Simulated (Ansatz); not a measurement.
# MgO (Fm-3m) in Ansatz: further runs, part 2 of 2

Ansatz 0.2.0. The steps go on from the part before.

### 5 Band structure, r2SCAN50

input.yaml reads:

```yaml
crystal:
  lattice:
    - [0.0, 2.0970013927, 2.0970013927]
    - [2.0970013927, 0.0, 2.0970013927]
    - [2.0970013927, 2.0970013927, 0.0]
  atoms:
    - { symbol: Mg, position: [0.0, 0.0, 0.0] }
    - { symbol: O, position: [0.5, 0.5, 0.5] }
hamiltonian:
  xc: r2scan50
  pseudopotentials: { kind: paw }
kpoints:
  mp_grid: { grid: [6, 6, 6] }
  band_path:
    path:
      - [[0.0, 0.0, 0.0], [0.5, 0.0, 0.5], [0.5, 0.25, 0.75], [0.375, 0.375, 0.75], [0.0, 0.0, 0.0], [0.5, 0.5, 0.5], [0.625, 0.25, 0.625], [0.5, 0.25, 0.75], [0.5, 0.5, 0.5], [0.375, 0.375, 0.75]]
      - [[0.625, 0.25, 0.625], [0.5, 0.0, 0.5]]
    npoints: 4
scf:
  occupations: { method: fermi_dirac, width: 0.05 }
  n_extra_bands: 6
output:
  forces: true
  stress: true
  eigenvalues: true
  fatbands: false
```

Potentials or basis: Ansatz PAW.

Launch:

```
$ ansatz run input.yaml --threads 2 --pin off --max-ram 5632MiB --backend cpu --events-out ev --progress --plain --runs-dir out
```

Output:

```text
Warning: output.stress: scf.convergence.dr2_threshold = 1e-7 eV (the SCF's general default) is looser than the 2e-10 eV advised for a printed stress (1e-10 eV for each atom of the cell: 2). What an SCF threshold leaves in a stress goes as its square root, and in the free energy as the threshold itself, and one threshold admits the most on a small cell: of the crystals measured, under no hybrid functional and no lock of the moments, on runs that ended without the residual-converged pass, on stresses that held no estimate of that error, the worst erred by over 100 MPa in a component at 1e-7 eV an atom and by under 5 at 1e-10. Set scf.convergence.dr2_threshold to 2e-10 eV or tighter. The threshold is an SCF's pass mark: one that does not reach it within its budget of iterations ends unconverged, or closes short of it on a stop that the run arms, and scf.convergence.dr2_threshold's page says what that costs each kind of run
Warning: output.stress: scf.exx.energy_threshold = 1e-6 eV is looser than the 2e-8 eV advised for a stress under a hybrid functional (1e-8 eV for each atom of the cell: 2). Every SCF of the exchange loop can meet its threshold on dr2 while the loop round them stops early: no threshold on dr2 bounds what that leaves in the stress. Set scf.exx.energy_threshold to 2e-8 eV or tighter. The threshold is the loop's pass mark: a loop that does not reach it within its budget of cycles ends unconverged, and scf.exx.energy_threshold's page has the law
Warning: RAYON_NUM_THREADS=2 ignored (pool sized by the plan → 2); use --threads N
scf.n_extra_bands = 6 over 8 filled bands (N_el = 16.0): the run solves 14 bands
Engine: ansatz 0.2.0, aarch64-unknown-linux-gnu
Pseudopotentials: kind: paw
Pseudopotential: Mg, paw, valence charge 10, recommended cutoff 500 eV (meta_gga), Mg.paw.azcp
Pseudopotential: O, paw, valence charge 6, recommended cutoff 500 eV (meta_gga), O.paw.azcp
Functional definition: r2SCAN50
  parameter a = 0.5
  parameter k0 = 0.174
  parameter k1 = 0.065
  parameter a1 = 4.9479
  exchange = (1 - a)*r2scan_x(k0 = k0, k1 = k1, a1 = a1) + a*exact_x
  correlation = r2scan_c
Crystal: 2 atoms, lattice volume = 18.443 Å³
Basis set: ecut = 500 eV, 459 PW (Γ), exchange–correlation on 96×96×96 points (64 copies of the dense FFT grid, shifted against one another)
Bands: 14, of which v1, the nominal top of the filled ones, is band 8 counted from 1 (7 counted from 0)
Symmetry: 48 space group operations
Space group: Fm-3m (ITA 225), of the structure as read, at distance tolerance 2.6e-5 Å
k-points: 16 of 216
Non-local potential: Mg, projectors of the file, l = 0: 3, l = 1: 2, l = 2: 1
Non-local potential: O, projectors of the file, l = 0: 2, l = 1: 2, l = 2: 1
PAW form: soft (Blöchl's): semilocal exchange-correlation on the pseudo side does not see the compensation charge
PAW frozen core: Mg, regenerated for the run's functional, and the local potential with it (the file was generated under x = pbe(κ = 0.804, μ = 0.2195149727645171), c = pbe(β = 0.06672455060314922))
PAW frozen core: O, regenerated for the run's functional, and the local potential with it (the file was generated under x = pbe(κ = 0.804, μ = 0.2195149727645171), c = pbe(β = 0.06672455060314922))
PAW one-centre angular grid: Mg, 302 points (default); XC on 224 Gauss nodes
PAW one-centre angular grid: O, 302 points (default); XC on 160 Gauss nodes
Initial density: superposition of atomic densities (neutral atoms: chi_scale 0, normalization atom), corrected by the library's trained network
Initial wavefunctions: pseudopotential atomic-orbital guess
Functional: x = r2scan, c = r2scan; τ floored in thin density (d = 2e-4 eV/Å³), warm-up for x = 0.5 r2scan + 0.5 exact, c = r2scan; τ floored in thin density (d = 2e-4 eV/Å³)
SCF iter   1: F=—  HF=-2498.250639 eV  |F-HF|=—  |Δ(HF+E_count)|=         —  Δρ=9.63e-3  dr2=9.64e-3  dr2_τ=7.26e-2  ethr=1.77e-3  ⟨swp⟩=7.3  Hψ=1043  notcnv=0
preconditioner: auto → none  [insulator: Δε(μ)=5.674 eV  Ē_g=22.991 eV  σ=0.050 eV  W_gap=1.00  n_scr=8 (ndim 8)  ℏωp=24.5 eV  f_vac=0.000  D(μ)=0.00/eV (n_scr^D=0)]
SCF iter   2: F=-2498.336003 eV  HF=-2498.336072 eV  |F-HF|=6.86e-5  |Δ(HF+E_count)|=   8.54e-2  Δρ=4.63e-3  dr2=1.66e-3  dr2_τ=2.00e-4  ethr=6.02e-5  ⟨swp⟩=3.9  Hψ=672  notcnv=0  defer=2
SCF 1 stopped early in 2 iterations: F = -2498.336003 eV  dr2 = 1.66e-3
Initial density: handed on by an earlier stage of this run
Initial wavefunctions: those handed on with the density
Functional: x = 0.5 r2scan + 0.5 exact, c = r2scan; τ floored in thin density (d = 2e-4 eV/Å³)
Frozen-core exchange: fock
SCF iter   1: F=—  HF=-2497.241710 eV  |F-HF|=—  |Δ(HF+E_count)|=         —  Δρ=1.25e-2  dr2=1.19e-2  dr2_τ=7.76e-4  ethr=1.04e-4  ⟨swp⟩=4.4  Hψ=838  notcnv=0
preconditioner: auto → none  [insulator: Δε(μ)=10.124 eV  Ē_g=28.682 eV  σ=0.050 eV  W_gap=1.00  n_scr=8 (ndim 8)  ℏωp=24.5 eV  f_vac=0.000  D(μ)=0.00/eV (n_scr^D=0)]
SCF iter   2: F=—  HF=-2497.236173 eV  |F-HF|=—  |Δ(HF+E_count)|=   5.54e-3  Δρ=5.60e-3  dr2=3.15e-3  dr2_τ=2.87e-4  ethr=6.78e-5  ⟨swp⟩=2.0  Hψ=390  notcnv=0
iter 3 solved again at ethr=1.06e-7 eV; its pass at ethr=1.29e-5 eV (dr2=1.70e-5 eV) is discarded
SCF iter   3: F=—  HF=-2497.234977 eV  |F-HF|=—  |Δ(HF+E_count)|=   1.20e-3  Δρ=2.70e-4  dr2=1.63e-3  dr2_τ=2.69e-6  ethr=1.06e-7  ⟨swp⟩=3.1  Hψ=895  notcnv=0
eigensolver tolerance schedule: the retry pair's looser diagonalisation over-reported the residual by 0.17 of it (diagonalisation noise at 0.17 of the residual, at the tolerance the schedule requests for it); recorded, not acted on — ethr = c·dr2/N_el stays at c = 1.0e-1
SCF iter   4: F=—  HF=-2497.243608 eV  |F-HF|=—  |Δ(HF+E_count)|=   8.63e-3  Δρ=1.22e-3  dr2=2.55e-4  dr2_τ=3.10e-6  ethr=9.07e-8  ⟨swp⟩=4.0  Hψ=722  notcnv=0
SCF iter   5: F=—  HF=-2497.243803 eV  |F-HF|=—  |Δ(HF+E_count)|=   1.94e-4  Δρ=2.88e-4  dr2=1.04e-5  dr2_τ=3.26e-7  ethr=9.07e-8  ⟨swp⟩=4.0  Hψ=515  notcnv=0
SCF iter   6: F=-2497.243799 eV  HF=-2497.243799 eV  |F-HF|=1.13e-7  |Δ(HF+E_count)|=   3.48e-6  Δρ=5.97e-5  dr2=1.75e-6  dr2_τ=8.08e-8  ethr=5.58e-8  ⟨swp⟩=2.0  Hψ=359  notcnv=0
SCF 2 stopped early in 6 iterations: F = -2497.243799 eV  dr2 = 1.75e-6
hybrid outer 1: dexx = +1.025e-2 eV, tail = 3.38e-4 eV
Frozen-core exchange: fock
SCF iter   1: F=—  HF=-2497.243914 eV  |F-HF|=—  |Δ(HF+E_count)|=         —  Δρ=1.99e-4  dr2=3.05e-6  dr2_τ=1.78e-7  ethr=1.05e-5  ⟨swp⟩=2.1  Hψ=449  notcnv=0
preconditioner: auto → none  [insulator: Δε(μ)=10.222 eV  Ē_g=28.651 eV  σ=0.050 eV  W_gap=1.00  n_scr=8 (ndim 8)  ℏωp=24.5 eV  f_vac=0.000  D(μ)=0.00/eV (n_scr^D=0)]
SCF iter   2: F=—  HF=-2497.243914 eV  |F-HF|=—  |Δ(HF+E_count)|=   1.24e-7  Δρ=6.82e-5  dr2=6.20e-7  dr2_τ=8.36e-8  ethr=1.59e-8  ⟨swp⟩=4.0  Hψ=553  notcnv=0
SCF iter   3: F=—  HF=-2497.243914 eV  |F-HF|=—  |Δ(HF+E_count)|=   2.14e-7  Δρ=2.88e-5  dr2=4.70e-8  dr2_τ=2.45e-8  ethr=2.34e-9  ⟨swp⟩=3.1  Hψ=432  notcnv=0
SCF iter   4: F=—  HF=-2497.243914 eV  |F-HF|=—  |Δ(HF+E_count)|=   1.37e-7  Δρ=1.04e-5  dr2=1.05e-8  dr2_τ=1.31e-9  ethr=2.49e-10  ⟨swp⟩=3.1  Hψ=574  notcnv=0
SCF iter   5: F=-2497.243914 eV  HF=-2497.243914 eV  |F-HF|=6.96e-11  |Δ(HF+E_count)|=   5.56e-9  Δρ=1.74e-6  dr2=7.76e-10  dr2_τ=6.46e-11  ethr=5.50e-11  ⟨swp⟩=3.0  Hψ=509  notcnv=0
SCF 3 converged in 5 iterations: F = -2497.243914 eV  dr2 = 7.76e-10
  Residual-converged pass: ⟨swp⟩=2.4  Hψ=284  notcnv=0  max |occ|·‖R‖ = 2.4e-6 eV (tolerance 2.4e-6 eV)  dr2=7.76e-10  dr2_τ=6.48e-11  dr2_onsite=3.21e-11  max |Δocc| = 0.0e0
hybrid outer 2: dexx = +2.361e-6 eV, tail = 1.16e-7 eV, Δε = 6.40e-3 eV (about 3.12e-4 eV left of the loop's levels)
Frozen-core exchange: fock
SCF iter   1: F=—  HF=-2497.243914 eV  |F-HF|=—  |Δ(HF+E_count)|=         —  Δρ=5.06e-6  dr2=1.56e-9  dr2_τ=3.14e-10  ethr=3.62e-9  ⟨swp⟩=3.8  Hψ=489  notcnv=0
SCF iter   2: F=-2497.243914 eV  HF=-2497.243914 eV  |F-HF|=5.50e-11  |Δ(HF+E_count)|=  9.77e-10  Δρ=1.40e-6  dr2=3.36e-10  dr2_τ=8.07e-11  ethr=8.20e-12  ⟨swp⟩=4.0  Hψ=553  notcnv=0
SCF 4 converged in 2 iterations: F = -2497.243914 eV  dr2 = 3.36e-10
  Residual-converged pass: ⟨swp⟩=2.0  Hψ=263  notcnv=0  max |occ|·‖R‖ = 2.3e-6 eV (tolerance 2.4e-6 eV)  dr2=3.36e-10  dr2_τ=8.07e-11  dr2_onsite=2.52e-11  max |Δocc| = 0.0e0
hybrid outer 3: dexx = +1.996e-9 eV, tail = 1.51e-9 eV, Δε = 1.63e-4 eV (about 2.76e-5 eV left of the loop's levels), ΔF = 9.43e-30 eV/Å (tail 1.41e-29)
NSCF: frozen V_eff on 42 k-points
hybrid SCF converged: 3 outer / 13 inner (+2 warm-up), last move |dexx| = 2.00e-9 eV, tail = 1.51e-9 eV
Stability not checked: this state was not tested for a lower state beside it, because the functional holds exact exchange (a hybrid, or Hartree-Fock), whose exchange loop this test does not read (fock_operator; see scf.lower_state_search)
Free energy (F): -2497.243914 eV
Frozen-core exchange: fock
Harris-Foulkes:  -2497.243914 eV  (|F-HF|=5.50e-11)
Internal energy: -2497.243914 eV  (E = F + TS)
E sigma→0 (E₀):  -2497.243914 eV
Fermi energy:    9.954988 eV
--- Per-component energies (eV) ---
  E_band       = -405.888185
  E_kinetic    = 258.375223
  E_local      = -1596.218766  (includes V_loc(G=0)·N_el)
  E_nonlocal   = 139.880526
  E_hartree    = 554.051982
  E_xc         = -56.447407
  E_vxc        = -77.233125  (∫ρ·V_xc dr)
  E_exx        = -156.990199  (= α·E_x^exact, valence–valence)
  E_paw        = -344.835067  (= ΣΔE_a)
  E_vpaw       = 72.368535  (= ΣTr[D̂ρ^β])
  E_aug_tail   = 0.001053  (compensation charges beyond the density's cutoff)
  E_vtau       = 2.814740  (kinetic-family band-sum trace: ∫τ·v_τ [+ j·A + Jᵃ·Aᵃ] dr)
  E_ewald      = -1294.918655
  E_core_change = -0.142603  (= ΣΔE_core)
  E_smearing   = -0.000000  (= −TS)
  E_closure    = 0.000000  (closes the sum)
  Σ components = -2497.243914   (vs F -2497.243914, Δ=0.00e0)
--- Forces (eV/Å), atoms counted from 1 ---
  atom   1  Mg     0.00000000    -0.00000000    -0.00000000
  atom   2  O      0.00000000    -0.00000000     0.00000000
  max |Σ_I F_I| component: 2.73e-29 eV/Å
--- Stress (GPa, compression-positive) ---
       -5.730534       0.000000       0.000000
        0.000000      -5.730534      -0.000000
       -0.000000       0.000000      -5.730534
  P = ⅓ Tr σ = -5.7305 GPa (-57.305 kbar)
--- Band table (eV; the first three rows and the last of 16) ---
  k-point 0: bands = ["-77.1456", "-39.5925", "-39.5925", "-39.5925", "-15.9055", "4.8145", "4.8145", "4.8145", "15.0368", "26.5506", "26.5506", "26.5506", "30.4490", "32.7635"]
  k-point 1: bands = ["-77.1433", "-39.6156", "-39.5943", "-39.5943", "-15.5773", "3.1801", "4.6012", "4.6012", "16.5519", "24.1375", "27.2257", "27.2257", "31.5353", "31.5353"]
  k-point 2: bands = ["-77.1388", "-39.6614", "-39.5978", "-39.5978", "-14.8457", "0.6370", "4.2030", "4.2030", "18.1216", "23.3923", "27.6007", "27.6007", "32.3246", "32.3246"]
  k-point 15: bands = ["-77.1333", "-39.6570", "-39.6338", "-39.6236", "-14.1280", "0.6953", "2.2111", "2.8702", "21.0353", "22.4450", "23.6497", "27.9765", "31.9949", "36.2120"]
```

It took 57 s on 2 threads of Arm Neoverse V2, shared host; peak memory 0.66 GiB.

Results:

| Property | Result |
| --- | --- |
| Free energy | -2497.2439 eV |
| Pressure | -5.7 GPa |
| Band gap on the k mesh | 10.22 eV, direct |
| Band gap along the path | 10.22 eV, direct |

Levels at the corners of the path, in eV from the valence-band top:
```
point  band 6  band 7  band 8  band 9  band 10  band 11
    Γ    0.00    0.00    0.00   10.22    21.74    21.74
    X   -4.73   -1.61   -1.61   14.47    15.99    19.74
    W   -3.42   -3.42   -2.05   17.67    17.67    18.53
    K   -4.04   -3.12   -1.37   15.74    18.07    18.91
    Γ    0.00    0.00    0.00   10.22    21.74    21.74
    L   -5.30   -0.80   -0.80   13.43    19.28    22.54
    U   -4.04   -3.12   -1.37   15.74    18.07    18.91
    W   -3.42   -3.42   -2.05   17.67    17.67    18.53
    L   -5.30   -0.80   -0.80   13.43    19.28    22.54
    K   -4.04   -3.12   -1.37   15.74    18.07    18.91
    U   -4.04   -3.12   -1.37   15.74    18.07    18.91
    X   -4.73   -1.61   -1.61   14.47    15.99    19.74
```

Caveat: the k mesh is coarse (spacing up to 0.43 Å⁻¹), so the values aren't converged, least of all with exact exchange; the PAW data sets come from PBE, with cores solved anew for the run's functional, which leaves a small shift of forces and pressure; the thresholds are loose for stress.

### 6 Band structure, HF

input.yaml, as its differences from that of step 5:

```diff
@@ -9,3 +9,3 @@
 hamiltonian:
-  xc: r2scan50
+  xc: hf
   pseudopotentials: { kind: paw }
```

Potentials or basis: Ansatz PAW.

Launch:

```
$ ansatz run input.yaml --threads 2 --pin off --max-ram 5632MiB --backend cpu --events-out ev --progress --plain --runs-dir out
```

Wall time 41 s (2 threads of Arm Neoverse V2, shared host); peak memory 0.53 GiB.

Results (log left out):

- Free energy: -2476.5609 eV
- Pressure: -1.3 GPa
- Band gap on the k mesh: 15.80 eV, direct
- Band gap along the path: 15.80 eV, direct

Levels at the corners of the path, in eV from the valence-band top:
```csv
point,band 6,band 7,band 8,band 9,band 10,band 11
Γ,0.00,0.00,0.00,15.80,27.37,27.37
X,-5.10,-1.77,-1.77,19.86,21.62,25.97
W,-3.67,-3.67,-2.21,23.46,23.46,24.34
K,-4.34,-3.34,-1.51,21.29,23.87,24.94
Γ,0.00,0.00,0.00,15.80,27.37,27.37
L,-5.68,-0.88,-0.88,18.98,25.48,28.30
U,-4.34,-3.34,-1.51,21.29,23.87,24.94
W,-3.67,-3.67,-2.21,23.46,23.46,24.34
L,-5.68,-0.88,-0.88,18.98,25.48,28.30
K,-4.34,-3.34,-1.51,21.29,23.87,24.94
U,-4.34,-3.34,-1.51,21.29,23.87,24.94
X,-5.10,-1.77,-1.77,19.86,21.62,25.97
```

Caveat: the k mesh is coarse (spacing up to 0.43 Å⁻¹), so the values aren't converged, least of all with exact exchange; the PAW data sets come from PBE, with cores solved anew for the run's functional, which leaves a small shift of forces and pressure; the thresholds are loose for stress.

### 7 The runs side by side

| level | k mesh | cutoff (eV) | points for each segment of the path | mesh quality | gap on the mesh (eV) | pressure (GPa) |
| --- | --- | --- | --- | --- | --- | --- |
| PBE | 11 × 11 × 11 | 420 | 14 | not flagged | 4.87 | 6.9 |
| LDA | 11 × 11 × 11 | 420 | 14 | not flagged | 4.78 | -4.1 |
| PBEsol | 11 × 11 × 11 | 420 | 14 | not flagged | 4.76 | 2.3 |
| r2SCAN50 | 6 × 6 × 6 | 500 | 4 | coarse | 10.22 | -5.7 |
| HF | 6 × 6 × 6 | 420 | 4 | coarse | 15.80 | -1.3 |

Alike in all rows: task band structure; potentials or basis Ansatz PAW; no spin polarisation; cell as given; smearing fermi-dirac 0.05 eV.

Caveats: some runs use coarse meshes; the PAW data sets come from PBE, with cores solved anew for the run's functional, which leaves a small shift of forces and pressure (some runs); the thresholds are loose for stress (some runs).

Absolute energies hang on the potentials; compare differences alone.

### 8 Comparison with measurements

Step 2. A measured gap of MgO is 7.83 eV (quoted in “Electronic structure of alkaline earth and post-transition metal oxides”, 2009, arxiv:0908.1581); the calculated 4.87 eV misses it by -2.96 eV. The value is that of PBE, without temperature or zero-point motion. Semilocal functionals fall short of measured gaps as a rule. The cell is a database's relaxed one, not the measured one, which moves gaps too.

Step 3. Against the measured gap of MgO, 7.83 eV (quoted in “Electronic structure of alkaline earth and post-transition metal oxides”, 2009, arxiv:0908.1581), the calculated 4.78 eV is off by -3.05 eV. The value is that of LDA, without temperature or zero-point motion. Semilocal functionals fall short of measured gaps as a rule. The cell is a database's relaxed one, not the measured one, which moves gaps too.

Step 4. Against the measured gap of MgO, 7.83 eV (quoted in “Electronic structure of alkaline earth and post-transition metal oxides”, 2009, arxiv:0908.1581), the calculated 4.76 eV is off by -3.07 eV. The value is that of PBEsol, without temperature or zero-point motion. Semilocal functionals fall short of measured gaps as a rule. The cell is a database's relaxed one, not the measured one, which moves gaps too.
